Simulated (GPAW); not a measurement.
# MgO: single point with RPBE+D4

**The experiment to reproduce.**

From “Electronic structure of alkaline earth and post-transition metal oxides”, 2009, arxiv:0908.1581, for a bulk crystal of MgO: band gap 7.83 eV.

MgO:

```
CELL_PARAMETERS angstrom
0.00000 2.09700 2.09700
2.09700 0.00000 2.09700
2.09700 2.09700 0.00000
ATOMIC_POSITIONS crystal
Mg 0.00000 0.00000 0.00000
O 0.50000 0.50000 0.50000
```

The cell is a database's computed one.

```
Program             : GPAW 26.7.0
Task                : single point
Functional          : RPBE
Dispersion          : D4
Potentials or basis : the program's PAW data sets (release 1.2.1) made for this functional
Cutoff              : 800 eV
Basis               : pw
k mesh              : 11 × 11 × 11
Occupations         : gaussian, width 0.1 eV
Spin                : no spin polarisation
```

```
Pressure                   : 4.5 GPa
Band gap on the k mesh     : 5.00 eV, direct
Dispersion energy per atom : -0.366 eV
```

Levels at points of the mesh, in eV from the valence-band top:
```tsv
k point	band 4	band 5	band 6	band 7	band 8	band 9	band 10	band 11	band 12
(0.00, 0.00, 0.00)	-39.11	-17.36	0.00	0.00	0.00	5.00	16.03	16.03	16.03
```

Run time: 18 s on 1 thread of Arm Neoverse V1, with other jobs on the host, peak memory 0.15 GiB.

Against the measured gap of MgO, 7.83 eV (quoted in “Electronic structure of alkaline earth and post-transition metal oxides”, 2009, arxiv:0908.1581), the calculated 5.00 eV is off by -2.83 eV. The value is that of RPBE+D4, without temperature or zero-point motion. Semilocal functionals fall short of measured gaps as a rule. The cell is a database's relaxed one, not the measured one, which moves gaps too.
